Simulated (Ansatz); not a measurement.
**MoS2 under changes of volume**

One of the cells (17.728 Å³/atom); the others are scaled copies at fixed shape and fractional positions:

```
Mo S
1.0
     1.58000    0.91221    6.15000
    -1.58000    0.91221    6.15000
     0.00000   -1.82443    6.15000
Mo S
1 2
Direct
  0.00000 0.00000 0.00000
  0.41700 0.41700 0.41700
  0.25000 0.25000 0.25000
```

Measurements of this composition are mostly on another form, of space group No. 194.

* Program: Ansatz 0.2.0
* Functional: LDA
* Potentials or basis: Ansatz PAW
* Cutoff: 420 eV (not typed: the program's choice for these potentials)
* k mesh: 10 × 10 × 10
* Occupations: fermi-dirac, width 0.05 eV
* Spin: no spin polarisation

```tsv
volume (Å³/atom)	energy over the lowest point (meV/atom)	pressure (GPa)	gap on the mesh (eV)	largest force (eV/Å)
16.664	19.62	8.4	0.81	1.221
17.019	?	?	?	?
17.373	0.00	0.8	0.86	0.432
17.728	1.88	-2.4	0.88	0.083
18.083	10.49	-5.3	0.89	0.324
18.437	25.14	-7.9	0.91	0.621
18.792	45.18	-10.2	0.92	0.897
```

Question: What does the run at 17.019 Å³/atom give?

Answer: Energy over the lowest point 5.62 meV/atom; pressure 4.4 GPa; gap on the mesh 0.84 eV; largest force 0.811 eV/Å.

Worked out: A Birch-Murnaghan fit of order 3 (a polynomial in V^(-2/3)) to the other rows has its minimum at 17.46 Å³/atom with B0 = V·E''(V) = 163 GPa and B' = 4.4 at fixed shape and positions, which overstates the stiffness. It gives 5.61 meV/atom at 17.019 Å³/atom, against the run's 5.62, and -dE/dV = 4.4 GPa, against 4.4. A straight line through the other rows of the gap, of slope 0.908 eV per unit of ln V, gives 0.84 eV, against the run's 0.84.

Energies are extrapolated to zero smearing.

Caveats: the PAW data sets come from PBE, with cores solved anew for the run's functional, which leaves a small shift of forces and pressure; forces of over 1 eV/Å show positions far from the minimum, so gaps and moduli don't describe the material at rest (some runs).

A mesh can miss the band edges. Spin-orbit coupling on Mo is left out.
